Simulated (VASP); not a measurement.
A run of VASP 6.6.1:

File INCAR:

```
SYSTEM = LiF
PREC = Accurate ; ENCUT = 520
EDIFF = 1E-6 ; ISMEAR = 0
SIGMA = 0.05 ; LREAL = .FALSE.
LASPH = .TRUE. ; NELM = 100
ALGO = Fast ; ISIF = 2
LWAVE = .FALSE. ; LCHARG = .FALSE.
GGA = PS ; NBANDS = 36
```

File KPOINTS:

```
Automatic mesh
0
G
  1 1 8
  0 0 0
```

Contents of POSCAR:

```
LiF
1.0
   13.0000000000      0.0000000000      0.0000000000
    0.0000000000     13.3000000000      0.0000000000
    0.0000000000      0.0000000000      4.0078955364
Li F
5 5
Direct
    0.5000000000      0.5000000000      0.0000000000
    0.5000000000      0.3493272355      0.5000000000
    0.5000000000      0.6506727645      0.5000000000
    0.3458501717      0.5000000000      0.5000000000
    0.6541498283      0.5000000000      0.5000000000
    0.3458501717      0.5000000000      0.0000000000
    0.6541498283      0.5000000000      0.0000000000
    0.5000000000      0.5000000000      0.5000000000
    0.5000000000      0.3493272355      0.0000000000
    0.5000000000      0.6506727645      0.0000000000
```

Potentials or basis: VASP PAW PBE potentials, release 64 (Li_sv, F).

Command:

```bash
$ cat potpaw_PBE.64/Li_sv/POTCAR potpaw_PBE.64/F/POTCAR > POTCAR
$ mpirun -np 1 vasp_std > vasp.out
```

Hardware: 1 thread of Intel(R) Xeon(R) Platinum 8488C (Sapphire Rapids), with other jobs on the host.

**Question.** How long does it take, and how much memory?

**Answer.** Wall time 8.3 min on 1 thread of Intel(R) Xeon(R) Platinum 8488C (Sapphire Rapids), with other jobs on the host, peak memory 0.65 GiB. Counts: scf iterations 37, k points 5.
